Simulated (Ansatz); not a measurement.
This run works on a generated trial structure, not on a known crystal.

Input and command of a plane-wave DFT calculation in Ansatz:

```yaml
crystal:
  lattice:
    - [6.2307448725, 0.0, 0.0]
    - [0.0, 4.1786984455, 0.0]
    - [0.0, 0.0, 3.1553015433]
  atoms:
    - { symbol: B, position: [0.75, 0.0, 0.4708222614] }
    - { symbol: B, position: [0.0, 0.5, 0.0] }
    - { symbol: B, position: [0.25, 0.0, 0.5291777386] }
    - { symbol: B, position: [0.5, 0.5, 0.0] }
    - { symbol: P, position: [0.75, 0.5, 0.5691416369] }
    - { symbol: P, position: [0.0, 0.0, 0.0] }
    - { symbol: P, position: [0.25, 0.5, 0.4308583631] }
    - { symbol: P, position: [0.5, 0.0, 0.0] }
basis:
  ecutwfc: 420
kpoints:
  mp_grid: { grid: [6, 10, 12] }
hamiltonian:
  xc: pbe
scf:
  occupations: { method: gaussian, width: 0.1 }
output:
  forces: true
  stress: true
  eigenvalues: true
  write_density: true
  write_potential: true
  elf: true
  volumetric_format: npy
relax:
  adjacent_minimum: "off"
  f_tol: 0.01
  max_steps: 80
  cell: { stress_tol: 0.05 }
```

```bash
ansatz run input.yaml --threads 1 --pin off --max-ram 2560MiB --backend cpu --events-out ev --progress --plain --runs-dir out
```

Processor: Intel(R) Xeon(R) 6975P-C (Granite Rapids), 1 thread, on a host shared with other jobs.

Q: Estimate time, memory and problem size.

A: About 2 min, peak memory 0.61 GiB. It solves 24 bands at 168 k points (after reduction by symmetry) with about 1609 plane waves (on the last cell), in 59 SCF iterations over 12 ionic steps.
